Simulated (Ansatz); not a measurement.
# A frame of Al2O3 from 2000 K with crystalline order left by the classical run (150 atoms) under strain: runs compared

Aim: relax a frame of Al2O3 from 2000 K with crystalline order left by the classical run (150 atoms), then change its volume and shape to read moduli from the stress.

Computed with Ansatz 0.2.0: Kohn-Sham DFT, RPBE, PAW (set soft_1), plane waves.

## 1. The cell as built

The cell holds 150 atoms: 60 Al and 90 O. Its edges and angles: a = 11.325 Å, b = 11.325 Å, c = 11.325 Å, α = 90.0°, β = 90.0°, γ = 90.0°. It derives from Al2O3. 150 atoms (60 Al, 90 O) placed at random at 3 g/cm³, melted at 5000 K for 10 ps at fixed volume with the Morse and Coulomb pair potential with partial charges (Pedone, Malavasi, Menziani, Cormack and Segre, J. Phys. Chem. B 110, 11780 (2006)). Snapshot at the end of a hold of 10 ps at 2000 K and zero pressure.

Limits known from the start: The starting topology of bonds comes from the classical model, and needn't be the one that DFT or experiment would give. The Brillouin zone is sampled at Γ only.

## 2. The reference run

The reference is a single point at the end of the relaxation.

Every strained cell starts from the geometry of this run, and its atoms are relaxed with the cell held.

Its input, with most atom lines left out:

```yaml
crystal:
  lattice:
    - [11.617, 0.13446, -0.07708]
    - [0.13446, 11.22665, 0.4406]
    - [-0.07708, 0.4406, 11.31989]
  atoms:
    - { symbol: Al, position: [0.30991, 0.93945, 0.71555] }
    - { symbol: Al, position: [0.30509, 0.982, 0.18855] }
    - { symbol: Al, position: [0.29842, 0.65181, 0.39077] }
    - { symbol: Al, position: [0.81387, 0.95833, 0.72551] }
    - { symbol: Al, position: [0.81306, 0.9459, 0.23289] }
    - { symbol: Al, position: [0.23061, 0.4254, 0.17178] }
    - { symbol: Al, position: [0.58173, 0.28994, 0.69485] }
    [... atom lines 8 to 150 left out ...]
kpoints:
  mp_grid: { grid: [1, 1, 1] }
hamiltonian:
  xc: rpbe
  pseudopotentials: { kind: paw, azcp: { folder: soft_1 } }
scf:
  occupations: { method: fermi_dirac, width: 0.172 }
output:
  forces: true
  stress: true
  populations: true
  dos:
    method: { smearing: { sigma: 0.08 } }
    de: 0.1
    projected: { site_lists: { Al: [Al], O: [O] } }
  eigenvalues: true
  write_density: true
  write_potential: true
  volumetric_format: npy
  elf: true
```

```
free energy per atom   : -559.0287 eV/atom
r.m.s. force component : 0.00214 eV/Å
pressure               : 0.002785 GPa
```

Filled and empty levels are parted by 3.41 eV (at Γ alone); a semilocal functional tends to put such gaps too low. In a disordered cell it changes from sample to sample, and tail or defect levels can set it.

## 3. The runs

Each row is one run, on 4 threads of Arm Neoverse V2, shared host. The free energy is the program's total, comparable only between runs with the same functional, potentials and atoms.

```
                                 run  atoms    outcome  ionic steps, all passes  free energy (eV)     time  host memory (GiB)
           Single point at the start    150  converged                        -        -83795.908     19 s                2.1
              Cell and atoms relaxed    150  converged                       22        -83854.309  6.8 min                2.2
Single point at the relaxed geometry    150  converged                        -        -83854.309     35 s                2.2
                         Volume -3 %    150  converged                        6        -83853.813  2.2 min                2.1
                         Volume +3 %    150  converged                        6        -83853.929  2.4 min                2.2
                         Volume -6 %    150  converged                        6        -83852.016  2.2 min                2.1
                         Volume +6 %    150  converged                       12        -83852.972  4.8 min                2.3
                        Volume -10 %    150  converged                        7        -83846.977  2.4 min                2.0
            Stretched by 1 % along x    150  converged                        6        -83854.245  2.2 min                2.2
           Compressed by 1 % along x    150  converged                        6        -83854.402  2.3 min                2.2
                Sheared by 2 % in xy    150  converged                        6        -83854.252  2.2 min                2.2
```

In some runs the program notes that the SCF threshold is loose for the stress.

## 4. Pressure against volume

Atoms are relaxed at each volume, in the scaled cell.

```
volume change (%)  volume (Å³/atom)  energy change (meV/atom)  pressure (GPa)  largest move on relaxing (Å)  bonds  gap (eV)
              -10             8.843                     48.88           18.45                          0.59    341                4.18
               -6             9.236                     15.29            9.32                          0.52    337                3.95
               -3             9.531                      3.31            3.96                          0.34    332                3.58
               +0             9.825                      0.00            0.00                             -    325                3.41
               +3            10.120                      2.53           -2.58                          0.27    313                3.31
               +6            10.415                      8.91           -4.94                          0.67    302                3.37
```

## 5. Uniaxial strain and shear

Stress (GPa, compression positive) less that of the relaxed cell, atoms relaxed:

```
                   strain      xx      yy      zz      xy  energy change (meV/atom)
 stretched by 1 % along x  -1.352  -0.585  -0.574  -0.438                      0.43
compressed by 1 % along x   1.046   2.281   1.035   0.287                     -0.62
     sheared by 2 % in xy  -1.140   1.214   0.735  -1.931                      0.38
```

## 6. Findings

The bulk modulus, from the slope of pressure against ln V over the three points nearest the relaxed volume, is 109 GPa; a quadratic over all points gives a pressure derivative of about 9.7. The count of bonds runs from 302 to 341 over the series, so at some points contacts cross the cutoffs. At -10 %, -6 % and +6 % some atom moved by over 0.5 Å on relaxing, so those points may sit in another local minimum. The gap goes from 4.18 eV at the smallest volume to 3.37 eV at the largest, -5.5 eV per unit of ln V by a straight line, not monotonically (lowest 3.31, highest 4.18 eV), on the run's k-points. Stretch and compression disagree (xx stress changes of -1.35 and 1.05 GPa), so C11 is only a mean of unlike responses. The cell compressed by 1 % along x ends below the relaxed cell in energy, so the reference wasn't the lowest nearby minimum and the moduli are doubtful. In the Cartesian axes of the cell, finite differences give C11 = 120, C12 = 143, C13 = 80.4 and C66 = 96.6 GPa (the shear of 2 % is the engineering strain, εxy = 0.01). An off-diagonal constant as large as C11 can't hold in a stable isotropic solid; here it points to a strained cell that relaxed into another minimum, so these constants aren't elastic ones.

Caveats: The reference ran with fermi-dirac smearing of 0.172 eV, but 8 of the 8 strained cells with fixed occupations. Strains are finite and relaxations stop at the force tolerance of the input, which can leave moduli too stiff; they are those of a static cell at zero temperature. Volumes are changed with the cell's shape held, so in an anisotropic solid the modulus lies over the one under free hydrostatic load. The program notes that the SCF threshold of the relaxations is loose for the stress.

The DFT runs together took 28 min of wall time.

[Logs are printed without paths, hosts, clocks, repeated set-up lines and the standing remarks that a program may print on its own settings, such as how far it seeks lower states.]

[Hosts, paths, dates, database ids (printed as entryN), source tags and the programs' standing remarks are cut or masked in the printed files.]
